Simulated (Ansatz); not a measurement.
System: α-quartz-type GeO2 (metastable phase). Method: r²SCAN+rVV10 (PAW; Ansatz, a quantum-chemistry and plane-wave program).

Numerical settings: plane-wave cutoff 560 eV, 12×12×6 k mesh (along the axes of the cell as run), Fermi–Dirac smearing 0.01 eV, scalar-relativistic PAW data made under PBE.

The cell is scaled about its equilibrium volume:

Shape and atoms are relaxed at each volume.

| V (Å³/atom) | P (GPa) | direct gap at Γ (eV) | smallest gap on the k mesh (eV) | c (Å) |
|---|---|---|---|---|
| 12.651 | 1.87 | 4.271 | 4.227 | 5.612 |
| 12.914 | 0.89 | 4.253 | 4.211 | 5.630 |
| 13.178 | 0.00 | 4.235 | 4.191 | 5.649 |
| 13.441 | -0.81 | 4.217 | 4.166 | 5.667 |
| 13.705 | -1.55 | 4.198 | 4.135 | 5.687 |

A straight line through the gaps at Γ against ln V gives a volume deformation potential dE_g(Γ)/d ln V of -0.9 eV: the gap at Γ widens under compression.

Note: the bulk modulus comes from volumes at which shape and atoms were relaxed.

Spin–orbit coupling is not included.
